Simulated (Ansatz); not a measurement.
Fluorite SnO2 was put through Ansatz (plane waves). Cell and atoms come from a relaxation with r2SCAN.

The cell given to it:
```
CELL_PARAMETERS angstrom
0.00000 2.53347 2.53347
2.53347 0.00000 2.53347
2.53347 2.53347 0.00000
ATOMIC_POSITIONS crystal
Sn 0.00000 0.00000 0.00000
O 0.25000 0.25000 0.25000
O 0.75000 0.75000 0.75000
```

What the program printed (shortened):
```
Functional definition: PBE
Crystal: 3 atoms, lattice volume = 32.522 Å³
Basis set: ecut = 420 eV, 609 PW (Γ)
Bands: 17, of which v1, the nominal top of the filled ones, is band 13 counted from 1 (12 counted from 0)
Symmetry: 48 space group operations
k-points: 59 of 512 (irreducible under 8 space group operations, time reversal used)
preconditioner: auto → none  [insulator: Δε(μ)=0.352 eV  ℏωp=33.2 eV]
SCF converged after 8 iterations
Free energy (F): -7158.186477 eV
Fermi energy:    11.772241 eV
--- Dielectric response (ions clamped): 3 representative field directions + reference, inside a basis on a mesh of 1000 k-points ---
  ε∞ (high-frequency dielectric tensor):
        5.604586     0.000000     0.000000
        0.000000     5.604586     0.000000
        0.000000     0.000000     5.604586
  Born effective charges Z* (e; rows j = field, columns β = displacement):
    site 0:
         4.55665    0.00000    0.00000
         0.00000    4.55665    0.00000
         0.00000    0.00000    4.55665
    site 1:
        -2.27833    0.00000    0.00000
         0.00000   -2.27833    0.00000
         0.00000    0.00000   -2.27833
    site 2:
        -2.27833    0.00000    0.00000
         0.00000   -2.27833    0.00000
         0.00000    0.00000   -2.27833
  ε∞ is read to err by 1.5e-2, Z* by 1.6e-2 e
```

Problem. Reconstruct the input.

Solution.
```yaml
crystal:
  # lattice and atoms as above
kpoints:
  mp_grid: { grid: [8, 8, 8] }
hamiltonian:
  xc: pbe
scf:
  occupations: { method: fixed }
dielectric: {}
```
A response with clamped ions alone is the dielectric block. This is the file that was run; thresholds and some counts can't be read off the log exactly.

Command: `ansatz run input.yaml --threads 2 --pin off --max-ram 2211MiB --backend cpu --events-out ev --progress --plain --runs-dir out`. It took 25 s on 2 threads of Arm Neoverse V1 (shared host), load about 0.6 per core; peak host memory 0.58 GiB.

Simulation only: spin-unpolarised, and no claim that this is the phase found in nature.
